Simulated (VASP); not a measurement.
# BeTe (Pm-3m) in VASP: relaxation of cell and atoms with PBE

Aim: the relaxation of cell and atoms of BeTe with PBE.

All numbers are computed with VASP 6.6.1; they aren't measurements. Logs are shortened: lines on timing, memory, paths and dates and some standing lists are left out, and cuts for length are marked.

## Step 1: The structure

Symmetry: Pm-3m, No. 221, cubic system. Conventional cell: a = 3.505 Å, b = 3.505 Å, c = 3.505 Å, α = 90.00°, β = 90.00°, γ = 90.00°. Be (site symmetry m-3m) has 8 Te at 3.04 Å as nearest neighbours. Te (site symmetry m-3m) is surrounded by 8 Be at 3.04 Å.

The cell was built by a generator and needn't be a form met in nature.

## Step 2: Relaxation of cell and atoms, PBE

INCAR

```
PREC = Normal ; ENCUT = 520
EDIFF = 1E-4 ; ISMEAR = 0
SIGMA = 0.15 ; LREAL = F
LASPH = T ; NELM = 60
ALGO = Fast ; ISIF = 3
LWAVE = F ; LCHARG = F
GGA = PE ; IBRION = 2
NSW = 24 ; EDIFFG = -0.08
```

KPOINTS

```
regular mesh
0
Gamma
  4 4 4
```

POSCAR

```
BeTe
1.0
    3.5054587500      0.0000000000      0.0000000000
    0.0000000000      3.5054587500      0.0000000000
    0.0000000000      0.0000000000      3.5054587500
Be Te
1 1
Direct
    0.0000000000      0.0000000000      0.0000000000
    0.5000000000      0.5000000000      0.5000000000
```

Potentials or basis: VASP PAW PBE potentials, release 64 (Be, Te).

Run with:

```sh
$ cat potpaw_PBE.64/Be/POTCAR potpaw_PBE.64/Te/POTCAR > POTCAR
$ mpirun -np 1 vasp_std > vasp.out
```

OUTCAR:

```text
PREC = Normal
   ENCUT = 520
   EDIFF = 1E-4
   ISMEAR = 0
   LREAL = F
   LASPH = T
   NELM = 60
   ISIF = 3
   GGA = PE
   IBRION = 2
   NSW = 24
   EDIFFG = -0.08

 ion  position               nearest neighbor table
   1  0.000  0.000  0.000-   2 3.04   2 3.04   2 3.04   2 3.04   2 3.04   2 3.04   2 3.04   2 3.04

   2  0.500  0.500  0.500-   1 3.04   1 3.04   1 3.04   1 3.04   1 3.04   1 3.04   1 3.04   1 3.04

  LATTYP: Found a simple cubic cell.
 ALAT       =     3.5054587500

  Lattice vectors:

 A1 = (   3.5054587500,   0.0000000000,   0.0000000000)
 A2 = (   0.0000000000,   3.5054587500,   0.0000000000)
 A3 = (   0.0000000000,   0.0000000000,   3.5054587500)

Analysis of symmetry for initial positions (statically):
=====================================================================
 Subroutine PRICEL returns:
 Original cell was already a primitive cell.

 Routine SETGRP: Setting up the symmetry group for a
 simple cubic supercell.

 Subroutine GETGRP returns: Found 48 space group operations
 (whereof 48 operations were pure point group operations)
 out of a pool of 48 trial point group operations.

The static configuration has the point symmetry O_h .

Analysis of symmetry for dynamics (positions and initial velocities):
=====================================================================
 Subroutine PRICEL returns:
 Original cell was already a primitive cell.

 Routine SETGRP: Setting up the symmetry group for a
 simple cubic supercell.

 Subroutine GETGRP returns: Found 48 space group operations
 (whereof 48 operations were pure point group operations)
 out of a pool of 48 trial point group operations.

The dynamic configuration has the point symmetry O_h .

 Subroutine INISYM returns: Found 48 space group operations
 (whereof 48 operations are pure point group operations),
 and found     1 'primitive' translations

----------------------------------------------------------------------------------------

                                     Primitive cell

  volume of cell :      43.0759

  direct lattice vectors                    reciprocal lattice vectors
     3.505458750  0.000000000  0.000000000     0.285269367  0.000000000  0.000000000
     0.000000000  3.505458750  0.000000000     0.000000000  0.285269367  0.000000000
     0.000000000  0.000000000  3.505458750     0.000000000  0.000000000  0.285269367

  length of vectors
     3.505458750  3.505458750  3.505458750     0.285269367  0.285269367  0.285269367

  position of ions in fractional coordinates (direct lattice)
     0.000000000  0.000000000  0.000000000
     0.500000000  0.500000000  0.500000000

  ion indices of the primitive-cell ions
   primitive index   ion index
                 1           1
                 2           2

----------------------------------------------------------------------------------------

 KPOINTS: regular mesh

Automatic generation of k-mesh.
 Grid dimensions read from file:
 generate k-points for:    4    4    4

 Generating k-lattice:

  Cartesian coordinates                     Fractional coordinates (reciprocal lattice)
     0.071317342  0.000000000  0.000000000     0.250000000  0.000000000  0.000000000
     0.000000000  0.071317342  0.000000000     0.000000000  0.250000000  0.000000000
     0.000000000  0.000000000  0.071317342     0.000000000  0.000000000  0.250000000

  Length of vectors
     0.071317342  0.071317342  0.071317342

  Shift w.r.t. Gamma in fractional coordinates (k-lattice)
     0.000000000  0.000000000  0.000000000

 Subroutine IBZKPT returns following result:
 ===========================================

 Found     10 irreducible k-points:

 Following reciprocal coordinates:
            Coordinates               Weight
  0.000000  0.000000  0.000000      1.000000
  0.250000  0.000000  0.000000      6.000000
  0.500000  0.000000  0.000000      3.000000
  0.250000  0.250000  0.000000     12.000000
  0.500000  0.250000  0.000000     12.000000
  0.500000  0.500000  0.000000      3.000000
  0.250000  0.250000  0.250000      8.000000
  0.500000  0.250000  0.250000     12.000000
  0.500000  0.500000  0.250000      6.000000
  0.500000  0.500000  0.500000      1.000000
   k-points           NKPTS =     10   k-points in BZ     NKDIM =     10   number of bands    NBANDS=      8
   number of dos      NEDOS =    301   number of ions     NIONS =      2
   total plane-waves  NPLWV =   8000
   dimension x,y,z NGX =    20 NGY =   20 NGZ =   20
   dimension x,y,z NGXF=    40 NGYF=   40 NGZF=   40
   ions per type =               1   1
   NGX,Y,Z   is equivalent  to a cutoff of   9.48,  9.48,  9.48 a.u.
   NGXF,Y,Z  is equivalent  to a cutoff of  18.97, 18.97, 18.97 a.u.
 SYSTEM =  unknown system
   PREC   = normal    normal or accurate (medium, high low for compatibility)
   ISTART =      0    job   : 0-new  1-cont  2-samecut
   ICHARG =      2    charge: 1-file 2-atom 10-const
   ISPIN  =      1    spin polarized calculation?
   LNONCOLLINEAR =      F non collinear calculations
   LSORBIT =      F    spin-orbit coupling
   LASPH  =      T    aspherical Exc in radial PAW
   ENCUT  =  520.0 eV  38.22 Ry    6.18 a.u.   6.52  6.52  6.52*2*pi/ulx,y,z
   NELM   =     60;   NELMIN=  2; NELMDL= -5     # of ELM steps
   EDIFF  = 0.1E-03   stopping-criterion for ELM
   LREAL  =      F    real-space projection
   EDIFFG = -.8E-01   stopping-criterion for IOM
   NSW    =     24    number of steps for IOM
   IBRION =      2    ionic relax: 0-MD 1-quasi-New 2-CG
   NFREE  =      1    steps in history (QN), initial steepest desc. (CG)
   ISIF   =      3    stress and relaxation
   ISYM   =      2    0-nonsym 1-usesym 2-fastsym
   POTIM  = 0.5000    time-step for ionic-motion
   TEBEG  =    0.0;   TEEND  =   0.0 temperature during run
   PSTRESS=    0.0 pullay stress
   NELECT =       8.0000    total number of electrons
   NUPDOWN=      -1.0000    fix difference up-down
   EMIN   =  10.00;   EMAX   =-10.00  energy-range for DOS
   EFERMI =   0.00;   METHOD = LEGACY
   ISMEAR =     0;   SIGMA  =   0.15  broadening in eV -4-tet -1-fermi 0-gaus
   EFERMI_NEDOS =   21; number of points for ismear=-14 and -15
   IALGO  =     68    algorithm
   IMIX   =      4    mixing-type and parameters
     AMIX     =   0.40;   BMIX     =  1.00
     AMIX_MAG =   1.60;   BMIX_MAG =  1.00
  volume/ion in A,a.u.               =      21.54       145.35
  Fermi-wavevector in a.u.,A,eV,Ry     =   0.934028  1.765057 11.869839  0.872409
  Thomas-Fermi vector in A             =   2.060791
   LORBIT       =      0    0 simple, 1 ext, 2 COOP (PROOUT), +10 PAW based schemes
   GGA     = PE    functional components
   LHFCALC =     F    Hartree Fock is set to
   AEXX    =    0.0000 exact exchange contribution
   IVDW    =     0    specifies the selected vdW correction
   LEPSILON=     F    determine dielectric tensor
   LRPA    =     F    only Hartree local field effects (RPA)
 conjugate gradient relaxation of ions
 non-spin polarized calculation
 RMM-DIIS sequential band-by-band and
 Gauss-broadening in eV      SIGMA  =   0.15
  energy-cutoff  :      520.00
  volume of cell :       43.08
 maximum number of plane-waves:      1189
   NGX = 13   NGY = 13   NGZ = 13

--------------------------------------- Ionic step        1  -------------------------------------------

 number of electron       8.0000000 magnetization

 Free energy of the ion-electron system (eV)
  ---------------------------------------------------
  ext. energy  EPLUGINS =         0.00000000
  ---------------------------------------------------
  free energy    TOTEN  =        -5.21216254 eV

  energy without entropy =       -5.18942548  energy(sigma->0) =       -5.20079401

 E-fermi :   6.6343     XC(G=0):  -9.6347

 val. band max:        6.5391427544   @ k =   0.2500   0.2500   0.0000
 cond. band min:       6.8498252298   @ k =   0.5000   0.2500   0.2500
 fundamental gap:      0.3106824754
 Fermi energy:         6.6343390656

 k-point     1 :       0.0000    0.0000    0.0000
  band No.  band energies     occupation
      1      -6.7289      2.00000
      2       5.3218      2.00000
      3       5.3218      2.00000
      4       5.3218      2.00000
      5       6.3132      1.99754
      6      10.6947      0.00000
      7      10.6947      0.00000
      8      13.6621      0.00000

 k-point     2 :       0.2500    0.0000    0.0000
  band No.  band energies     occupation
      1      -6.2033      2.00000
      2       1.7802      2.00000
      3       5.9541      2.00000
      4       5.9541      2.00000
      5       7.7772      0.00000
      6      11.3659      0.00000
      7      11.9571      0.00000
      8      11.9572      0.00000
[... 144 lines left out ...]
 POSITION                                       TOTAL-FORCE (eV/Angst)
 -----------------------------------------------------------------------------------
      0.00000      0.00000      0.00000         0.000000      0.000000      0.000000
      1.67865      1.67865      1.67865        -0.000000     -0.000000      0.000000
 -----------------------------------------------------------------------------------
    total drift:                                0.000000      0.000000     -0.000000

  FREE ENERGIE OF THE ION-ELECTRON SYSTEM (eV)
  ---------------------------------------------------
  free  energy   TOTEN  =        -5.3433387096 eV

  energy  without entropy=       -5.3287886605  energy(sigma->0) =       -5.33606369

--------------------------------------- Ionic step        3  -------------------------------------------

 number of electron       7.9999995 magnetization

 Free energy of the ion-electron system (eV)
  ---------------------------------------------------
  ext. energy  EPLUGINS =         0.00000000
  ---------------------------------------------------
  free energy    TOTEN  =        -5.34430470 eV

  energy without entropy =       -5.32985300  energy(sigma->0) =       -5.33707885

 E-fermi :   8.3725     XC(G=0): -10.1942

 val. band max:        8.3041653411   @ k =   0.2500   0.2500   0.0000
 cond. band min:       8.6114193168   @ k =   0.5000   0.2500   0.2500
 fundamental gap:      0.3072539756
 Fermi energy:         8.3724701877

 k-point     1 :       0.0000    0.0000    0.0000
  band No.  band energies     occupation
      1      -6.0710      2.00000
      2       6.8322      2.00000
      3       6.8322      2.00000
      4       6.8322      2.00000
      5       8.7777      0.00013
      6      12.1244      0.00000
      7      12.1244      0.00000
      8      16.3665      0.00000

 k-point     2 :       0.2500    0.0000    0.0000
  band No.  band energies     occupation
      1      -5.4295      2.00000
      2       2.8975      2.00000
      3       7.5896      2.00000
      4       7.5896      2.00000
      5      10.0250      0.00000
      6      12.8523      0.00000
      7      14.2062      0.00000
      8      14.2064      0.00000
[... 108 lines left out ...]
 POSITION                                       TOTAL-FORCE (eV/Angst)
 -----------------------------------------------------------------------------------
      0.00000      0.00000      0.00000         0.000000      0.000000      0.000000
      1.67215      1.67215      1.67215        -0.000000     -0.000000      0.000000
 -----------------------------------------------------------------------------------
    total drift:                                0.000000      0.000000     -0.000000

  FREE ENERGIE OF THE ION-ELECTRON SYSTEM (eV)
  ---------------------------------------------------
  free  energy   TOTEN  =        -5.3443047021 eV

  energy  without entropy=       -5.3298530033  energy(sigma->0) =       -5.33707885

 reached required accuracy - stopping structural energy minimisation
```

It took 3.9 s on 1 thread of Intel Xeon Platinum 8488C (Sapphire Rapids), shared host; peak memory 0.12 GiB.

Results:

```
Free energy                            : -5.3443 eV
Relaxed volume                         : 18.70 Å³/atom
Relaxed cell                           : a = 3.344 Å, b = 3.344 Å, c = 3.344 Å, α = 90.00°, β = 90.00°, γ = 90.00°
Space group after relaxing (to 0.05 Å) : Pm-3m (No. 221)
Energy gained by relaxing              : 66.1 meV/atom
Ionic steps                            : 3
Pressure after relaxing                : 0.0 GPa
Band gap on the k mesh                 : none (metal or under the smearing width)
```

The path:
```
step  energy change (eV)  largest force (eV/Å)  pressure (GPa)  volume (Å³)
   1              0.0000                0.0000           -6.52        43.08
   2             -0.1312                0.0000           -0.75        37.84
   3             -0.1321                0.0000            0.02        37.40
```

Final structure:
```yaml
crystal:
  lattice:
    - [3.34430, 0.00000, 0.00000]
    - [0.00000, 3.34430, 0.00000]
    - [0.00000, 0.00000, 3.34430]
  atoms:
    - { symbol: Be, position: [0.00000, 0.00000, 0.00000] }
    - { symbol: Te, position: [0.50000, 0.50000, 0.50000] }
```

Caveat: the k mesh is coarse (spacing up to 0.45 Å⁻¹), so the values aren't converged; the relaxation stopped at a loose force limit of 0.08 eV/Å, so its end isn't a converged minimum. Spin-orbit coupling is left out, which matters for the levels of Te.
